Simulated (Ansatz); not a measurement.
Wanted: the native input for an Ansatz 0.2.0 run.

```yaml
Task: single point
Functional: PBE
Potentials_or_basis: Ansatz PAW
Cutoff: "420 eV (not typed: the program's choice for these potentials)"
k_mesh: 12 × 12 × 6
Occupations: gaussian, width 0.012 eV
Spin: no spin polarisation
```

The system is BN.

```
N B
1.0
     2.55394    0.00000    0.00000
    -1.27697    2.21178    0.00000
     0.00000    0.00000    4.22685
N B
2 2
Direct
  0.33333 0.66667 0.12528
  0.66667 0.33333 0.62528
  0.33333 0.66667 0.49972
  0.66667 0.33333 0.99972
```

Measurements of this composition are mostly on another form, of space group No. 194.

The input as run:

input.yaml

```yaml
crystal:
  lattice:
    - [2.5539396017, 0.0, 0.0]
    - [-1.2769698009, 2.2117765748, 0.0]
    - [0.0, 0.0, 4.226855]
  atoms:
    - { symbol: "N", position: [0.3333333333, 0.6666666667, 0.125276] }
    - { symbol: "N", position: [0.6666666667, 0.3333333333, 0.625276] }
    - { symbol: B, position: [0.3333333333, 0.6666666667, 0.499724] }
    - { symbol: B, position: [0.6666666667, 0.3333333333, 0.999724] }
hamiltonian:
  xc: pbe
  pseudopotentials: { kind: paw }
kpoints:
  mp_grid: { grid: [12, 12, 6] }
scf:
  occupations: { method: gaussian, width: 0.012 }
output:
  forces: true
  stress: true
  eigenvalues: true
  write_density: true
  write_potential: true
  elf: true
  volumetric_format: npy
```

Potentials or basis: Ansatz PAW.

The run is started by

```sh
$ ansatz run input.yaml --threads 2 --pin off --max-ram 5632MiB --backend cpu --events-out ev --progress --plain --runs-dir out
```

It gave:

The pressure is 0.0 GPa. The largest force is 0.016 eV/Å and the band gap on the k mesh is 5.21 eV, indirect (least direct gap 8.24 eV).

Caveat: the pressure holds a Pulay correction of +1.1 GPa for the finite cutoff.

It took 4.6 s on 2 threads of Intel(R) Xeon(R) Processor @ 2.50GHz (Skylake/Cascade Lake), on a shared host, peak memory 0.33 GiB.
